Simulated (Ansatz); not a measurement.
Ni₃Si under pressure: fit and missing row

Ni₃Si, Pm-3m, a = 3.506 Å. The structure is a COD entry; whether it is the stable form wasn't checked. Ansatz: PBE, PAW, 420 eV, Γ-centred 12×12×12 mesh on 4 atoms, Gaussian smearing 0.10 eV; no spin polarisation. Cell and atoms are relaxed at each pressure, and no other structure is tried, so the rows at high pressure may lie past a change of phase.

| V (Å³/atom) | P (GPa) |
| --- | --- |
| ? | 40.00 |
| 9.970 | 20.00 |
| 10.330 | 10.00 |
| 10.537 | 5.08 |
| 10.678 | 2.02 |
| 10.776 | 0.01 |
| 10.879 | -1.98 |

Question: Take V0 = 10.776 Å³/atom, count pressures from its P0 = 0.01 GPa, fit the third-order Birch–Murnaghan form to the other rows, and predict the missing volume.

Answer: With the Eulerian strain f = ½[(V0/V)^(2/3) − 1] and y = (P − P0)/[3f(1 + 2f)^(5/2)], the form is the line y = B0 + 1.5 B0 (B0′ − 4) f. Rows (f, y): 0.02660, 220.1; 0.01429, 217.2; 0.00753, 216.2; 0.00305, 216.4; -0.00316, 213.3. Means f = 0.009662, y = 216.64; Σ(Δf)² = 0.0005210, ΣΔfΔy = 0.1065; the slope is their ratio. y = 214.7 + 204.5 f GPa, so B0 = 214.7 GPa and B0′ = 4 + 2 × (204.5)/(3 × 214.7) = 4.63. P = 40.00 GPa is met at f = 0.04737 (y = 224.39), so V = V0 (1 + 2f)^(−3/2) = 9.408 Å³/atom. The run gave 9.408 Å³/atom, the same to the digits shown. The form still works here, 91 % of the fitted range beyond its end.